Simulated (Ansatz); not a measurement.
## Se: frozen-core PAW against all-electron methods

```
Se
1.0
     0.00000    2.16625    2.16625
     2.16625    0.00000    2.16625
     2.16625    2.16625    0.00000
Se
1
Cartesian
  0.0000 0.0000 0.0000
```

The cell was built from the fcc type and relaxed in the same program, and has space group Fm-3m; it needn't be a known or the stable phase.

Methods: DFT, PBE, PAW with Ansatz's default frozen-core files, scalar-relativistic (Ansatz 0.2.0); DFT, PBE, all-electron PAW with datasets made for the crystal, scalar-relativistic (Ansatz 0.2.0); DFT, PBE, all-electron LAPW, scalar-relativistic (Ansatz 0.2.0).

For PAW: a Γ-centred 16×16×16 k mesh, Fermi–Dirac smearing of 0.03 eV, cutoff 420 eV, no spin polarisation. The crystal-made all-electron datasets (AE datasets) take a cutoff of 180 eV at this cell. LAPW targets a basis error of 0.25 meV/atom. The Ansatz runs share mesh, smearing and spin set-up. Plane-wave (PAW) pressures include the program's estimate of the Pulay term.

Stress and pressure are positive in compression.

Levels count from the Fermi level.

```csv
quantity,PAW,AE datasets,LAPW
pressure (GPa),-0.01,-0.02,-0.02
highest filled level at X (eV),-0.797,-0.797,-0.797
lowest empty level at X (eV),4.992,4.992,4.991
highest filled level at U (eV),-0.087,-0.086,-0.086
lowest empty level at U (eV),6.299,6.299,6.299
highest filled level at L (eV),-6.688,-6.687,-6.687
lowest empty level at L (eV),1.775,1.775,1.775
```

PAW's pressure differs from the LAPW value by about 0.01 GPa or less.
